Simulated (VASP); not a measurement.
# Settings for BN: energy difference of two geometries

BN, P6_3/mmc (no. 194), 4 atoms in the cell. PBE, energy difference of two geometries; PAW potentials N, B (PBE set). VASP 6.6.1.

Wanted: energy difference within 0.5 meV/atom.

What the run is for: energy difference; Accuracy asked: standard; Second geometry: last atom moved by 0.05 A along z, cell strained by +1.0% along z.

The series start from Plane-wave cutoff (eV): 520; k-point mesh: 10 × 10 × 4; Precision mode (PREC): Accurate; Electronic threshold (eV): 1e-6; Aspherical gradient terms in the spheres (LASPH): yes. Each series keeps the choices made before it, and each single choice may use up half of a tolerance. Times cover all steps of a run.

## Plane-wave cutoff (eV)

| Plane-wave cutoff (eV) | Energy difference (meV/atom) | Time (s) |
|---|---|---|
| 320 | 1.72 | 7.6 |
| 400 | 2.71 | 8.7 |
| 460 | 2.70 | 14 |
| 520 | 2.68 | 16 |
| 600 | 2.68 | 18 |
| 700 | 2.68 | 21 |
| 840 (reference) | 2.68 | 22 |

Chosen: 400, the loosest value from which every tighter one stays within half of the tolerance.

## k-point mesh

| k-point mesh | Energy difference (meV/atom) | Time (s) |
|---|---|---|
| 3 × 3 × 1 | 2.20 | 3.0 |
| 4 × 4 × 2 | 1.97 | 3.8 |
| 5 × 5 × 2 | 2.24 | 3.9 |
| 7 × 7 × 2 | 3.08 | 4.7 |
| 8 × 8 × 3 | 2.32 | 5.5 |
| 10 × 10 × 4 | 2.71 | 8.7 |
| 13 × 13 × 4 | 2.65 | 12 |
| 16 × 16 × 5 | 2.74 | 17 |
| 20 × 20 × 7 (reference) | 2.68 | 33 |

Chosen: 10 × 10 × 4.

## Precision mode (PREC)

| Precision mode (PREC) | Energy difference (meV/atom) | Time (s) |
|---|---|---|
| Low | 3.52 | 5.8 |
| SingleN | 3.83 | 5.8 |
| Normal | 3.31 | 5.9 |
| Accurate (reference) | 2.71 | 8.7 |

Chosen: Accurate; the one before it in the list is off by more than half of the tolerance.

## Electronic threshold (eV)

| Electronic threshold (eV) | Energy difference (meV/atom) | Time (s) |
|---|---|---|
| 0.001 | 2.71 | 6.9 |
| 0.0001 | 2.71 | 7.6 |
| 1e-5 | 2.71 | 8.1 |
| 1e-6 | 2.71 | 8.7 |
| 1e-7 | 2.71 | 9.4 |
| 1e-8 (reference) | 2.71 | 9.9 |

Chosen: 0.001.

## Aspherical gradient terms in the spheres (LASPH)

| Aspherical gradient terms in the spheres (LASPH) | Energy difference (meV/atom) | Time (s) |
|---|---|---|
| yes | 2.71 | 6.9 |
| no | 2.72 | 6.0 |

Chosen: yes; no other choice that stays within half of the tolerance saves 30 % of the time.

## All choices together

| Input | Energy difference (meV/atom) | Time (s) |
|---|---|---|
| the program's defaults (naive) | 3.58 | 2.1 |
| chosen settings | 2.71 | 6.9 |
| reference settings throughout | 2.68 | 142 |

The tolerance is met.

## The input

INCAR:
```
ALGO     = Normal         # electronic algorithm
EDIFF    = 0.001          # SCF threshold, eV
EFERMI   = MIDGAP       
ENCUT    = 400            # plane-wave cutoff, eV
GGA      = PE             # functional
GGA_COMPAT= F            
ISIF     = 2              # what is computed and relaxed
ISMEAR   = 0              # smearing method
LASPH    = T              # aspherical terms in the spheres
LCHARG   = F              # write CHGCAR
LREAL    = F              # projectors in reciprocal space
LWAVE    = F              # write WAVECAR
NELM     = 120            # most SCF steps
PREC     = Accurate       # precision mode
SIGMA    = 0.03           # smearing width, eV
```

KPOINTS:
```
Automatic mesh
0
Gamma
  10 10 4
  0 0 0
```

POSCAR.step1:
```
BN
1.0
    2.4982400000      0.0000000000      0.0000000000
   -1.2491200000      2.1635393048      0.0000000000
    0.0000000000      0.0000000000      6.6357000000
N B
2 2
Direct
    0.6666666667      0.3333333333      0.2500000000
    0.3333333333      0.6666666667      0.7500000000
    0.6666666667      0.3333333333      0.7500000000
    0.3333333333      0.6666666667      0.2500000000
```

POSCAR.step2:
```
BN
1.0
    2.4982400000      0.0000000000      0.0000000000
   -1.2491200000      2.1635393048      0.0000000000
    0.0000000000      0.0000000000      6.7020570000
N B
2 2
Direct
    0.6666666700      0.3333333300      0.2500000000
    0.3333333300      0.6666666700      0.7500000000
    0.6666666700      0.3333333300      0.7500000000
    0.3333333300      0.6666666700      0.2575350000
```

Commands (each step's output is kept before the next begins):
```
cat potpaw_PBE.64/N/POTCAR potpaw_PBE.64/B/POTCAR > POTCAR
cp POSCAR.step1 POSCAR
mpirun -np 1 vasp_std > vasp.out
cp POSCAR.step2 POSCAR
mpirun -np 1 vasp_std > vasp.out
```

The chosen input took VASP 6.6.1 6.9 s on 1 core (Intel Xeon 6975P-C (Granite Rapids)), a shared host.

## An input that fails: too few bands

VASP's message: The number of bands is not sufficient to hold all electrons. I am sorry, but this calculation does not make sense. If you want to calculate only selected states, you need to set either EFERMI or EREF. EREF specifies around which energy states are supposed to be calculated. I found NBANDS = 7, NELECT = ….

Changes against the starting input:
```
- NELM = 120
+ NELM = 59
+ NBANDS = 7
```
